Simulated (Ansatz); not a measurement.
The system is PbSe (Clausthalite).

```xyz
2
Lattice="0.0000 3.0606 3.0606 3.0606 0.0000 3.0606 3.0606 3.0606 0.0000" Properties=species:S:1:pos:R:3 pbc="T T T"
Pb    0.0000    0.0000    0.0000
Se    3.0606    3.0606    3.0606
```

Base run:

| Property | Result |
| --- | --- |
| Program | Ansatz 0.2.0 |
| Functional | PBE |
| Potentials or basis | all-electron LAPW, scalar-relativistic |
| Cutoff | 188 eV (chosen from the basis error) |
| Basis error allowed | 0.001 eV/atom |
| k mesh | 8 × 8 × 8 |
| Occupations | gaussian, width 0.028 eV |
| Spin | no spin polarisation |

Its results: band gap on the k mesh 0.28 eV, direct; pressure 2.4 GPa.

Task: The run is repeated on the same cell with these changes: functional from PBE to RPBE; occupations from gaussian, width 0.028 eV to fermi-dirac, width 0.05 eV. What comes out?

Result: Band gap on the k mesh 0.37 eV, direct; pressure 4.2 GPa.

Caveats: spin-orbit coupling is left out, which as a rule narrows the gap of such compounds by several tenths of an eV.
